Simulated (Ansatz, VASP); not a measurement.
# CaO in VASP and in Ansatz

The input INCAR:

```
SYSTEM = CaO
ALGO = Normal
EDIFF = 1E-7
ENCUT = 520
GGA = PE
ISIF = 2
ISMEAR = -1
LASPH = .True.
LCHARG = .False.
LREAL = .False.
LWAVE = .False.
NBANDS = 24
NELM = 60
PREC = Accurate
SIGMA = 0.05
```

File KPOINTS:

```
k-points
0
Gamma
  8 8 6
  0 0 0
```

POSCAR

```
CaO
1.0
    3.9651832332      0.0000000000      0.0000000000
   -1.9825916165      3.4339494106      0.0000000000
    0.0000000000      0.0000000000      4.7527260222
Ca O
2 2
Direct
    0.6666666667      0.3333333333      0.2500000000
    0.3333333333      0.6666666667      0.7500000000
    0.6666666667      0.3333333333      0.7500000000
    0.3333333333      0.6666666667      0.2500000000
```

Contents of input.yaml:

```yaml
crystal:
  lattice:
    - [3.9651832332, 0.0, 0.0]
    - [-1.9825916165, 3.4339494106, 0.0]
    - [0.0, 0.0, 4.7527260222]
  atoms:
    - { symbol: Ca, position: [0.6666666667, 0.3333333333, 0.25] }
    - { symbol: Ca, position: [0.3333333333, 0.6666666667, 0.75] }
    - { symbol: O, position: [0.6666666667, 0.3333333333, 0.75] }
    - { symbol: O, position: [0.3333333333, 0.6666666667, 0.25] }
hamiltonian:
  xc: pbe
  pseudopotentials: { kind: paw }
kpoints:
  mp_grid: { grid: [8, 8, 6] }
scf:
  occupations: { method: fermi_dirac, width: 0.05 }
output:
  forces: true
  stress: true
  eigenvalues: true
```

Change from the starting cell: volume scaled by 0.98.

Alike in both runs: task single point; functional PBE; k mesh 8 × 8 × 6; occupations fermi-dirac, width 0.05 eV; no spin polarisation.

```csv
,VASP,Ansatz
version,VASP 6.6.1,Ansatz 0.2.0
potentials or method,"VASP PAW PBE potentials, release 64 (Ca_sv, O)",Ansatz PAW
plane-wave cutoff (eV),520,420
valence electrons in the cell,32,32
```

```csv
,VASP,Ansatz,Ansatz less VASP
gap on the k mesh at the Fermi level (eV),3.23,3.25,+0.016
least direct gap on the mesh (eV),3.23,3.25,+0.016
pressure (GPa),3.4,2.9,-0.55
largest component of the traceless stress (GPa),0.41,0.39,-0.024
```

Caveats: the pressure holds a Pulay correction of +0.4 GPa for the finite cutoff (Ansatz). A k mesh can miss the band edges.
